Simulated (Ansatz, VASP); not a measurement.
One calculation of ZrB, two programs

File INCAR:

```
SYSTEM = ZrB
  PREC = Accurate
  ENCUT = 520
  EDIFF = 1E-6
  ISMEAR = 0
  SIGMA = 0.15
  LREAL = .FALSE.
  LASPH = .TRUE.
  NELM = 100
  ALGO = Normal
  ISIF = 2
  LWAVE = .FALSE.
  LCHARG = .FALSE.
  GGA = CA
  NBANDS = 14
```

File KPOINTS:

```
regular mesh
0
G
  18 18 18
  0 0 0
```

The input POSCAR:

```
ZrB
1.0
    0.0000000000      2.3196460720      2.6188804153
    2.3196460720      0.0000000000      2.6188804153
    2.3196460720      2.3196460720      0.0000000000
Zr B
1 1
Direct
    0.0000000000      0.0000000000      0.0000000000
    0.5000000000      0.5000000000      0.5000000000
```

Input for Ansatz:

```yaml
crystal:
  lattice:
    - [0.0, 2.319646072, 2.6188804153]
    - [2.319646072, 0.0, 2.6188804153]
    - [2.319646072, 2.319646072, 0.0]
  atoms:
    - { symbol: Zr, position: [0.0, 0.0, 0.0] }
    - { symbol: B, position: [0.5, 0.5, 0.5] }
basis:
  ecutwfc: 520.0
kpoints:
  mp_grid: { grid: [18, 18, 18] }
hamiltonian:
  xc: lda
scf:
  occupations: { method: gaussian, width: 0.15 }
output:
  forces: true
  stress: true
  eigenvalues: true
```

Alike in both runs: task single point; functional LDA; k mesh 18 × 18 × 18; occupations gaussian, width 0.15 eV; no spin polarisation.

|  | VASP | Ansatz |
| --- | --- | --- |
| version | VASP 6.6.1 | Ansatz 0.2.0 |
| potentials or method | VASP PAW LDA potentials, release 64 (Zr_sv, B) | scalar-relativistic, plane waves, PAW |
| plane-wave cutoff (eV) | 520 | 520 |
| valence electrons in the cell | 15 | 15 |

VASP gave:

```
gap on the k mesh at the Fermi level (eV)       : none
pressure (GPa)                                  : 4.4
largest component of the traceless stress (GPa) : 24.64
```

Task: What did Ansatz give for the same quantities?

Result: gap on the k mesh at the Fermi level (eV): none; pressure (GPa): 4.0; largest component of the traceless stress (GPa): 24.51.

A gap of «none» marks a metal or a gap that the smearing closes.
